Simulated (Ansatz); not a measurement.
**How far is PAW off for In?**

```yaml
crystal:
  lattice:
    - [1.68069, 0.97035, 8.26182]
    - [-1.68069, 0.97035, 8.26182]
    - [0.00000, -1.94070, 8.26182]
  atoms:
    - { symbol: In, position: [0.00000, 0.00000, 0.00000] }
    - { symbol: In, position: [0.77801, 0.77801, 0.77801] }
    - { symbol: In, position: [0.22199, 0.22199, 0.22199] }
```

Atom numbers follow the list: In1, In2, In3.

Structure from Materials Project entry mp-1184502 (possibly hypothetical), not relaxed further. The listed cell was then made from it by scaling, straining or moving an atom.

No spin–orbit coupling, which matters for the heavy atoms here.

All numbers are computed: DFT, PBE, PAW with Ansatz's default frozen-core files, scalar-relativistic (Ansatz 0.2.0); DFT, PBE, all-electron PAW with datasets made for the crystal, scalar-relativistic (Ansatz 0.2.0); DFT, PBE, all-electron LAPW, scalar-relativistic (Ansatz 0.2.0).

For PAW: a Γ-centred 14×14×14 k mesh, Fermi–Dirac smearing of 0.05 eV, cutoff 420 eV, no spin polarisation. The crystal-made all-electron datasets (AE datasets) take a cutoff of 240 eV at this cell. LAPW targets a basis error of 0.5 meV/atom. The Ansatz runs share mesh, smearing and spin set-up. Plane-wave (PAW) pressures include the program's estimate of the Pulay term.

Stress and pressure are positive in compression.

The change that made this cell: volume scaled by 1.02.

```tsv
quantity	PAW	AE datasets	LAPW
pressure (GPa)	0.89	0.89	0.89
stress xx (GPa)	0.82	0.82	0.82
stress zz (GPa)	1.04	1.04	1.04
force on In2, z (eV/Å)	-0.011	-0.011	-0.010
```

PAW's pressure differs from the LAPW value by about 0.01 GPa or less.
